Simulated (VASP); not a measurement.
Crystal: BAs.

```xyz
8
Lattice="5.6137 0.0000 0.0000 0.0000 5.6137 0.0000 0.0000 0.0000 3.3692" Properties=species:S:1:pos:R:3 pbc="T T T"
B     3.8201    3.8201    0.0000
B     1.0133    4.6004    1.6846
B     4.6004    1.0133    1.6846
B     1.7936    1.7936    0.0000
As    4.6004    4.6004    1.6846
As    1.0133    1.0133    1.6846
As    3.8201    1.7936    0.0000
As    1.7936    3.8201    0.0000
```

The cell was built by a generator and needn't be a form met in nature.

| Quantity | Value |
| --- | --- |
| Program | VASP 6.6.1 |
| Task | relaxation of cell and atoms |
| Functional | PBE |
| Potentials or basis | VASP PAW PBE potentials, release 64 (B, As) |
| Cutoff | 600 eV |
| k mesh | 4 × 4 × 6 |
| Occupations | gaussian, width 0.1 eV |
| Spin | no spin polarisation |

At the start: pressure 15.8 GPa; volume 13.27 Å³/atom.

**Question.** Where does the relaxation end?

**Answer.** Over 8 steps the energy falls by 80.7 meV/atom and the volume is 14.76 Å³/atom (+11.2 %); space group P4_2/mnm (No. 136, to 0.05 Å).

The path:
```csv
step,energy change (eV),largest force (eV/Å),pressure (GPa),volume (Å³)
1,0.0000,0.5735,15.82,106.18
2,-0.2658,0.9431,-7.97,127.52
3,-0.5890,0.6454,0.23,117.54
4,-0.6350,0.2253,-0.98,119.11
5,-0.6376,0.0936,-0.78,118.82
6,-0.6450,0.0546,0.20,117.93
7,-0.6452,0.0593,0.08,118.04
8,-0.6458,0.0332,-0.01,118.10
```

Final structure:
```
CELL_PARAMETERS angstrom
5.89858 0.00000 0.00000
0.00000 5.89858 0.00000
0.00000 0.00000 3.39443
ATOMIC_POSITIONS crystal
B 0.67769 0.67769 0.00000
B 0.17769 0.82231 0.50000
B 0.82231 0.17769 0.50000
B 0.32231 0.32231 0.00000
As 0.81899 0.81899 0.50000
As 0.18101 0.18101 0.50000
As 0.68101 0.31899 0.00000
As 0.31899 0.68101 0.00000
```
